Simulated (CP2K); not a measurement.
Crystal: Au.

```
Au
1.0
     2.74841    0.00000    0.00000
     0.00000    2.74841    0.00000
     0.00000    0.00000    2.74841
Au
1
Cartesian
  1.3742 1.3742 1.3742
```

The cell was built by a generator and needn't be a form met in nature.

```yaml
Program: CP2K 2026.2
Task: relaxation of cell and atoms
Functional: BLYP
Potentials_or_basis: POTENTIAL_UZH Au GTH-PBE-q11; TZVP-MOLOPT-PBE-GTH basis
Density_cutoff: 9524 eV
k_mesh: 7 × 7 × 7
Occupations: fermi-dirac, width 0.05 eV
Spin: no spin polarisation
```

At the start: pressure 11.7 GPa; volume 20.76 Å³/atom.

Q: How do energy, volume and symmetry change on relaxing?

A: Over 6 steps the energy falls by 77.9 meV/atom and the volume is 23.19 Å³/atom (+11.7 %); space group Pm-3m (No. 221, to 0.05 Å).

Step by step:
```
step  energy change (eV)  largest force (eV/Å)  volume (Å³)
   1              0.0000                0.0000        20.76
   2             -0.0090                0.0000        20.89
   3             -0.0750                0.0000        22.67
   4             -0.0778                0.0000        23.07
   5             -0.0779                0.0000        23.19
   6             -0.0779                0.0000        23.19
```

Final structure:
```yaml
crystal:
  lattice:
    - [2.85152, 0.00000, 0.00000]
    - [0.00000, 2.85152, 0.00000]
    - [0.00000, 0.00000, 2.85152]
  atoms:
    - { symbol: Au, position: [0.50000, 0.50000, 0.50000] }
```

Caveat: the potentials were made for another functional, which shifts forces and pressure; with these potentials and basis sets, volumes of gold and of layered tellurides can stand 1.5 % and more from those of plane-wave programs; the basis of atomic orbitals isn't converged, which shifts pressures, moduli and gaps.
